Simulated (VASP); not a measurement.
Te:

```
Te
1.0
     2.30590    1.33131    1.69095
    -2.30590    1.33131    1.69095
     0.00000   -2.66263    1.69095
Te
1
Direct
  0.50000 0.50000 0.50000
```

This isn't the form of Te at room conditions, which is trigonal, of chains.

```yaml
Program: VASP 6.6.1
Task: relaxation of cell and atoms
Functional: rev-vdW-DF2
Potentials_or_basis: VASP PAW PBE potentials, release 64 (Te)
Cutoff: 600 eV
k_mesh: 9 × 9 × 9
Occupations: fermi-dirac, width 0.05 eV
Spin: no spin polarisation
```

At the start: pressure 1.9 GPa; volume 31.15 Å³/atom.

Task: How do energy, volume and symmetry change on relaxing?

Result: Over 10 steps the energy falls by 7.7 meV/atom and the volume is 32.41 Å³/atom (+4.1 %); space group R-3m (No. 166, to 0.05 Å).

Step by step:
| step | energy change (eV) | largest force (eV/Å) | pressure (GPa) | volume (Å³) |
| --- | --- | --- | --- | --- |
| 1 | 0.0000 | 0.0000 | 1.94 | 31.15 |
| 2 | -0.0041 | 0.0000 | -1.02 | 32.88 |
| 3 | -0.0063 | 0.0000 | 0.01 | 32.22 |
| 4 | -0.0064 | 0.0000 | 0.00 | 32.23 |
| 5 | -0.0067 | 0.0000 | 0.00 | 32.27 |
| 6 | -0.0073 | 0.0000 | -0.02 | 32.35 |
| 7 | -0.0077 | 0.0000 | -0.11 | 32.49 |
| 8 | -0.0077 | 0.0000 | -0.09 | 32.47 |
| 9 | -0.0072 | 0.0000 | 0.54 | 32.10 |
| 10 | -0.0077 | 0.0000 | 0.00 | 32.41 |

Final structure:
```cif
data_structure
_symmetry_space_group_name_H-M 'P 1'
_symmetry_Int_Tables_number 1
_cell_length_a 3.1904
_cell_length_b 3.1904
_cell_length_c 3.1904
_cell_angle_alpha 92.101
_cell_angle_beta 92.101
_cell_angle_gamma 92.101
_cell_volume 32.41
loop_
_atom_site_label
_atom_site_type_symbol
_atom_site_fract_x
_atom_site_fract_y
_atom_site_fract_z
_atom_site_occupancy
Te1 Te 0.50000 0.50000 0.50000 1
```

Caveat: the PAW data sets were made with another functional, which shifts forces and pressure a little.
